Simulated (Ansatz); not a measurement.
BN, a slab with vacuum:

```
B N
1.0
     2.50399    0.00000    0.00000
    -1.25200    2.16852    0.00000
     0.00000    0.00000   24.99180
B N
4 4
Direct
  0.66667 0.33333 0.30010
  0.33333 0.66667 0.43337
  0.66667 0.33333 0.56663
  0.33333 0.66667 0.69990
  0.33333 0.66667 0.30010
  0.66667 0.33333 0.43337
  0.33333 0.66667 0.56663
  0.66667 0.33333 0.69990
```

The cell isn't the ideal one: the (0 0 1) slab of BN, cut from the database cell, not relaxed.

Base run:

- Program: Ansatz 0.2.0
- Functional: PBE
- Potentials or basis: Ansatz PAW
- Cutoff: 420 eV
- Density cutoff: 1680 eV
- k mesh: 12 × 12 × 1
- Occupations: fermi-dirac, width 0.05 eV
- Spin: no spin polarisation

Its results: band gap on the k mesh 4.34 eV, indirect (least direct gap 4.68 eV); largest force 0.066 eV/Å.

**Question.** After a change of settings the same cell gave: band gap on the k mesh 4.45 eV, indirect (least direct gap 4.75 eV); largest force 0.088 eV/Å. Which change was it?
A. functional from PBE to PBEsol
B. functional from PBE to r2SCAN; cutoff from 420 eV to 500 eV; density cutoff from 1680 eV to 2000 eV
C. functional from PBE to LDA
D. functional from PBE to RPBE

**Answer.** D.

Caveats: the potentials were made for another functional, which shifts forces and pressure (some runs); the PAW data sets come from PBE, with cores solved anew for the run's functional, which leaves a small shift of forces and pressure (some runs); the density of states is complete only up to the lowest level of the last band computed (some runs).

Not every run made on this cell is shown here.
